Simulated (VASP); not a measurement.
Ag, 1 atom in the cell. Symmetry: Im-3m, No. 229, cubic system. The conventional cell has a = 3.391 Å, b = 3.391 Å, c = 3.391 Å, α = 90.00°, β = 90.00°, γ = 90.00°. Around Ag (site symmetry m-3m) lie 8 Ag at 2.94 Å. This isn't the form of Ag at room conditions, which is fcc.

| Quantity | Value |
| --- | --- |
| Program | VASP 6.6.1 |
| Task | single point |
| Functional | BLYP |
| Potentials or basis | VASP PAW PBE potentials, release 64 (Ag) |
| Cutoff | 520 eV |
| k mesh | 21 × 21 × 21 |
| Occupations | fermi-dirac, width 0.1 eV |
| Spin | no spin polarisation |
| Dipole correction | no |
| Further INCAR settings | ALGO = Normal; EDIFF = 1e-06; NBANDS = 12 |

Potentials or basis: VASP PAW PBE potentials, release 64 (Ag).

Command:

```console
$ cat potpaw_PBE.64/Ag/POTCAR > POTCAR
$ mpirun -np 1 vasp_std > vasp.out
```

Hardware: 1 thread of Intel(R) Xeon(R) Platinum 8259CL CPU @ 2.50GHz (Skylake/Cascade Lake) (shared host).

Task: Estimate the wall time of this run.

Result: Wall time 39 s on 1 thread of Intel(R) Xeon(R) Platinum 8259CL CPU @ 2.50GHz (Skylake/Cascade Lake), with other jobs on the host, peak memory 0.18 GiB. Counts: scf iterations 11, k points 286.
